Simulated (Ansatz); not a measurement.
**Zone-centre phonons of TaN at 16 GPa: input and output**

These are results of DFT PBEsol, scalar-relativistic, plane waves, PAW in Ansatz, not measurements.

Launched with:
```bash
ansatz run input.yaml --threads 1 --pin off --max-ram 3072MiB --backend cpu --events-out ev --progress --plain --runs-dir out
```

Input (bare energies are in eV):
```yaml
crystal:
  lattice:
    - [0.0, 2.1586474383, 2.1586474383]
    - [2.1586474383, 0.0, 2.1586474383]
    - [2.1586474383, 2.1586474383, 0.0]
  atoms:
    - { symbol: Ta, position: [0.5, 0.5, 0.5] }
    - { symbol: "N", position: [0.0, 0.0, 0.0] }
basis:
  ecutwfc: 420
kpoints:
  mp_grid: { grid: [16, 16, 16] }
hamiltonian:
  xc: pbesol
scf:
  occupations: { method: fermi_dirac, width: 0.15 }
output:
  eigenvalues: true
phonons:
  method: dfpt
  eigenvectors: true
```

The end of the output:
```
--- Phonons (Γ-DFPT): 2 representative perturbations + reference, on 349 of 4096 k-points (Σ response iterations 6) ---
  k mesh reduced under 8 symmetry operations, with k and −k counted as one. Each operation leaves every solved perturbation unchanged. A smaller set is not used because it would not reduce the number of displacements ...
  ASR residual: 8.228e-4 → 0.000e0 eV/Å²; symmetrization residual: 1.247e-6 eV/Å²
  ASR residual per site (eV/Å²): 8.23e-4 1.16e-4
  Γ frequencies (cm⁻¹): 0.00 0.00 0.00 462.81 462.81 462.81
  non-analytic LO–TO correction: not included (Born effective charges unavailable; polar crystals: no LO–TO splitting at Γ)
```

Time: 71 s on 1 thread of Intel(R) Xeon(R) Processor @ 2.50GHz (Skylake/Cascade Lake), with other jobs on the host, peak memory 0.61 GiB.

In a metal, frequencies and elastic constants depend on the k mesh and the smearing, soft modes and shear constants most. Spin–orbit coupling is left out, which can shift energies with elements as heavy as these. Other phases may be more stable at this pressure.

This rock-salt form isn't the usual stable structure of the compound at low pressure.